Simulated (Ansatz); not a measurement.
CsSnI3:

```
CELL_PARAMETERS angstrom
6.20570 0.00000 0.00000
0.00000 6.20570 0.00000
0.00000 0.00000 6.20570
ATOMIC_POSITIONS crystal
Cs 0.00000 0.00000 0.00000
I 0.50000 0.50000 0.00000
I 0.50000 0.00000 0.50000
I 0.00000 0.50000 0.50000
Sn 0.50000 0.50000 0.50000
```

Base run:

```yaml
Program: Ansatz 0.2.0
Functional: LDA
Potentials_or_basis: Ansatz PAW
Cutoff: "420 eV (not typed: the program's choice for these potentials)"
k_mesh: 5 × 5 × 5
Occupations: fermi-dirac, width 0.05 eV
Spin: no spin polarisation
```

Its results: pressure -1.6 GPa.

Question: After a change of settings the same cell gave: pressure 1.6 GPa. Which change was it?
A. k mesh from 5 × 5 × 5 to 4 × 4 × 4; spin from no spin polarisation to spin-orbit coupling, no magnetisation; potential files from those of the base run to others of the same set
B. functional from LDA to PBEsol
C. functional from LDA to RPBE

Answer: C.

RPBE binds less tightly than LDA, so the same cell stands under more pressure.

Caveats: the cell was measured hot, at 500 K; the PAW data sets come from PBE, with cores solved anew for the run's functional, which leaves a small shift of forces and pressure.
